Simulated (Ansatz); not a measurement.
Runs of Ansatz 0.2.0 on MnO. The structure is cubic, space group Pm-3m (No. 221). Conventional cell: a = 2.672 Å, b = 2.672 Å, c = 2.672 Å, α = 90.00°, β = 90.00°, γ = 90.00°. Mn (site symmetry m-3m) has 8 O at 2.31 Å as nearest neighbours. Around O (site symmetry m-3m) lie 8 Mn at 2.31 Å. Measurements of this composition are mostly on another form, of space group No. 225.

```csv
task,level,cell,cutoff (eV),screening (1/Å),share of exact exchange,points for each segment of the path,gap on the mesh (eV),pressure (GPa),moment (μB),relaxed volume (Å³/atom)
single point,B3LYP,as given,420,-,-,-,2.14,(a),5.00,-
single point,r2SCAN0,as given,500,-,-,-,3.32,13.3,5.00,-
relaxation of cell and atoms,PBE0,relaxed,420,-,-,-,2.28,0.0,5.00,10.35
single point,HSE06 form with a typed share of exact exchange,as given,420,0.2,0.1,-,0.53,19.5,5.00,-
relaxation of cell and atoms,HSEsol,relaxed,420,-,-,-,1.65,0.0,5.00,(b)
band structure,HSEsol,as given,420,-,-,4,(c),10.7,5.00,-
relaxation of cell and atoms,PBEsol0,relaxed,420,-,-,-,2.39,0.0,5.00,10.05
relaxation of cell and atoms,B3LYP,relaxed,420,-,-,-,2.03,0.0,5.00,10.68
relaxation of cell and atoms,HSE03,relaxed,420,-,-,-,1.33,0.0,5.00,10.36
single point,HSE06 form with a typed share of exact exchange,as given,420,0.2,0.2,-,1.68,17.3,5.00,-
single point,PBE0,as given,420,-,-,-,2.79,16.4,5.00,-
band structure,HSE06,as given,420,-,-,4,2.06,16.2,5.00,-
```

Alike in all rows: potentials or basis Ansatz PAW; spin collinear, ferromagnetic start; k mesh 5 × 5 × 5; smearing fermi-dirac 0.05 eV; the mesh is coarse, so values aren't converged.

**Question.** Fill in the values left out.

**Answer.** (a) 22.5; (b) 10.06; (c) 1.98.

Caveats: all runs use coarse meshes; the magnetic or orbital state may not be the lowest; a cell with one magnetic atom can't hold antiferromagnetic order, which such compounds often take; the PAW data sets come from PBE, with cores solved anew for the run's functional, which leaves a small shift of forces and pressure; odd divisions of the mesh miss points on the zone boundary, where band edges often lie, so the gap on the mesh can be too wide (some runs); the thresholds are loose for stress (some runs); the plane-wave basis is chosen anew once the cell has moved, so the energies of steps on either side of that aren't comparable (some runs); so large a pressure means that the cell lies far from this level's equilibrium, or that cutoff or potentials fall short (some runs).

A k mesh can miss the band edges.
